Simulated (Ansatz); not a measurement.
Runs of Ansatz 0.2.0 on Pd. The structure is cubic, space group Im-3m (No. 229). Conventional cell: a = 3.145 Å, b = 3.145 Å, c = 3.145 Å, α = 90.00°, β = 90.00°, γ = 90.00°. Around Pd (site symmetry m-3m) lie 8 Pd at 2.72 Å. This isn't the form of Pd at room conditions, which is fcc.

```csv
task,potentials or basis,spin,cell,k mesh,cutoff (eV),pressure (GPa)
band structure,"all-electron LAPW, relativistic spinors","SOC, no magnetisation",as given,9 × 9 × 9,273,-10.1
relaxation of cell and atoms,"all-electron LAPW, scalar-relativistic",off,relaxed to 20 GPa,12 × 12 × 12,-,20.0
band structure,"all-electron LAPW, scalar-relativistic",off,as given,9 × 9 × 9,273,-10.2
relaxation of cell and atoms,"all-electron LAPW, scalar-relativistic",off,relaxed,12 × 12 × 12,-,0.0
relaxation of cell and atoms,"all-electron LAPW, scalar-relativistic",off,relaxed to 10 GPa,12 × 12 × 12,-,10.0
single point,"all-electron LAPW, scalar-relativistic",off,strain_xy = 0,12 × 12 × 12,273,(a)
relaxation of cell and atoms,"all-electron LAPW, scalar-relativistic",off,relaxed to 30 GPa,12 × 12 × 12,-,30.0
relaxation of cell and atoms,"all-electron LAPW, scalar-relativistic",off,relaxed to 5 GPa,12 × 12 × 12,-,5.0
```

Alike in all rows: level PBEsol; smearing fermi-dirac 0.05 eV; basis error allowed 0.001 eV/atom.

Problem. Fill in the values left out.

Solution. (a) -10.0.

Caveats: the k mesh is thin for a metal, which can move the energy by tens of meV per atom (some runs).
